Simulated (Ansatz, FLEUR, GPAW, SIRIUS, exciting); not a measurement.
**One calculation of Zn, 6 ways**

```
CELL_PARAMETERS angstrom
0.00399 2.00457 1.96702
1.95665 -0.00432 1.97532
1.92741 1.98363 0.02492
ATOMIC_POSITIONS crystal
Zn 0.97223 0.01156 0.01002
```

This isn't the form of Zn at room conditions, which is hcp.

The given cell was strained at random by a few per cent at fixed volume.

Alike in all runs: task single point; functional PBEsol; k mesh 12 × 12 × 12; occupations fermi-dirac, width 0.05 eV; no spin polarisation; no spin-orbit coupling. Pressure is positive in compression and, in plane waves, holds the error of the finite cutoff, which Ansatz's Pulay term estimates and takes out.

| program and potentials | plane-wave cutoff (eV) | notes | band gap (eV) | pressure (GPa) | energy over the undisturbed cell (meV/atom) |
| --- | --- | --- | --- | --- | --- |
| Ansatz, Ansatz PAW | 420 | potentials made for PBE, which Ansatz adapts in part; 12 valence electrons an atom on average | ? | ? | ? |
| Ansatz, all-electron LAPW, scalar-relativistic | - | - | no gap | -5.03 | - |
| GPAW, PAW data sets generated for this functional | 600 | 12 valence electrons an atom on average | no gap | -5.26 | -0.10 |
| SIRIUS, PseudoDojo 0.4.1 PBEsol standard (scalar relativistic) | 1152 | 20 valence electrons an atom on average | no gap | -5.18 | - |
| exciting, all-electron LAPW+lo, shipped species files, valence relativity iora* | - | - | no gap | - | -0.05 |
| FLEUR, all-electron, FLAPW | - | - | no gap | - | -0.12 |

**Question.** Estimate from the other rows what the run with Ansatz, Ansatz PAW gave.

**Answer.** No band gap; pressure -5.05 GPa; energy over the undisturbed cell -0.11 meV/atom. Its pressure holds a Pulay term of +0.11 GPa. The other rows, which needn't bracket it: pressure -5.26 to -5.03; energy over the undisturbed cell -0.12 to -0.05.
